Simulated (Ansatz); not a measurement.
**SiO2: energy and pressure over a range of volumes**

One table from this session's results is given with a row withheld; the runs are named, their logs left out.

Computed with Ansatz 0.2.0 (DFT PBE, scalar-relativistic, unless a step's input says otherwise).

## The structure to begin with

It takes space group P4_2/mnm (No. 136, tetragonal). The conventional cell has a = 4.180 Å, b = 4.180 Å, c = 2.668 Å, α = 90.00°, β = 90.00°, γ = 90.00°. Si (site symmetry mmm) has 6 O at 1.76 to 1.81 Å as nearest neighbours. Around O (site symmetry m2m) lie 3 Si at 1.76 to 1.81 Å.

As a file:

```cif
data_structure
_symmetry_space_group_name_H-M 'P 1'
_symmetry_Int_Tables_number 1
_cell_length_a 4.1801
_cell_length_b 4.1801
_cell_length_c 2.6678
_cell_angle_alpha 90.000
_cell_angle_beta 90.000
_cell_angle_gamma 90.000
_cell_volume 46.62
loop_
_atom_site_label
_atom_site_type_symbol
_atom_site_fract_x
_atom_site_fract_y
_atom_site_fract_z
_atom_site_occupancy
Si1 Si 0.00000 0.00000 0.00000 1
Si2 Si 0.50000 0.50000 0.50000 1
O1 O 0.30670 0.30670 0.00000 1
O2 O 0.19330 0.80670 0.50000 1
O3 O 0.69330 0.69330 0.00000 1
O4 O 0.80670 0.19330 0.50000 1
```

Atoms are numbered in the order of the input: Si1, Si2, O3, O4, O5, O6.

The first run:

input.yaml

```yaml
crystal:
  lattice:
    - [4.094767893, 0.0, 0.0]
    - [0.0, 4.094767893, 0.0]
    - [0.0, 0.0, 2.6133398208]
  atoms:
    - { symbol: Si, position: [0.0, 0.0, 0.0] }
    - { symbol: Si, position: [0.5, 0.5, 0.5] }
    - { symbol: O, position: [0.3067, 0.3067, 0.0] }
    - { symbol: O, position: [0.1933, 0.8067, 0.5] }
    - { symbol: O, position: [0.6933, 0.6933, 0.0] }
    - { symbol: O, position: [0.8067, 0.1933, 0.5] }
kpoints:
  mp_grid: { grid: [6, 6, 9] }
  band_path:
    path:
      - [0.0, 0.0, 0.0]
      - [0.0, 0.5, 0.0]
      - [0.5, 0.5, 0.0]
      - [0.0, 0.0, 0.0]
      - [0.0, 0.0, 0.5]
      - [0.0, 0.5, 0.5]
      - [0.5, 0.5, 0.5]
      - [0.0, 0.0, 0.5]
      - [0.0, 0.5, 0.0]
    npoints: 5
scf:
  occupations: { method: fermi_dirac, width: 0.03 }
hamiltonian:
  xc: pbe
  pseudopotentials: { kind: all_electron, lapw: { basis_error: 0.001 } }
output:
  forces: true
  stress: true
  eigenvalues: true
```

On the command line:

```console
$ ansatz run input.yaml --threads 2 --pin off --max-ram 6144MiB --backend cpu --events-out ev --progress --plain --runs-dir out
```

Among the steps run: Volume × 0.94, LAPW; Volume × 0.94, PAW; Volume × 0.94, crystal datasets; Volume × 0.98, LAPW; Volume × 0.98, PAW; Volume × 0.98, crystal datasets; Volume × 1.01, LAPW; Volume × 1.01, PAW; Volume × 1.01, crystal datasets; Volume × 1.04, LAPW; Volume × 1.04, PAW; Volume × 1.04, crystal datasets.

One table of the session follows, with a row left open; its other results are not shown here.

| method | volume (Å³/atom) | pressure (GPa) | gap on the k mesh (eV) | largest force (eV/Å) |
| --- | --- | --- | --- | --- |
| LAPW | 7.303 | 34.86 | 6.78 | 0.701 |
| LAPW | 7.614 | 18.04 | 6.01 | 0.372 |
| LAPW | 7.847 | 7.47 | 5.46 | 0.153 |
| LAPW | 8.080 | -1.62 | 4.95 | 0.046 |
| PAW | 7.303 | ? | ? | ? |
| PAW | 7.614 | 18.08 | 5.99 | 0.376 |
| PAW | 7.847 | 7.50 | 5.45 | 0.155 |
| PAW | 8.080 | -1.60 | 4.94 | 0.044 |
| crystal datasets | 7.303 | 34.86 | 6.78 | 0.701 |
| crystal datasets | 7.614 | 18.04 | 6.01 | 0.372 |
| crystal datasets | 7.847 | 7.47 | 5.46 | 0.153 |
| crystal datasets | 8.080 | -1.61 | 4.95 | 0.045 |

**Question.** Estimate the row for PAW, 7.303.

As computed: pressure (GPa): 34.93; gap on the k mesh (eV): 6.77; largest force (eV/Å): 0.706. In the column «pressure (GPa)» it is the highest.

Caveats from the session: Shape and positions are held, so a fully relaxed modulus can be lower. Warnings in the runs' records: crystal datasets made.
